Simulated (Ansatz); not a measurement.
Na2S:

```
S Na
1.0
     0.00000    3.27350    3.27350
     3.27350    0.00000    3.27350
     3.27350    3.27350    0.00000
S Na
1 2
Direct
  0.00000 0.00000 0.00000
  0.75000 0.75000 0.75000
  0.25000 0.25000 0.25000
```

Base run:

* Program: Ansatz 0.2.0
* Functional: HSE06 form with a typed share of exact exchange
* Potentials or basis: Ansatz PAW
* Cutoff: 420 eV
* Density cutoff: 1680 eV
* k mesh: 4 × 4 × 4
* Occupations: fermi-dirac, width 0.05 eV
* Spin: no spin polarisation

Its results: band gap on the k mesh 2.86 eV, direct.

Problem. The run is repeated on the same cell with these changes: screening (1/å) from 0.6 to 0.2. What comes out?

Solution. Band gap on the k mesh 3.49 eV, direct.

A k mesh can miss the band edges.

Not every run made on this cell is shown here.
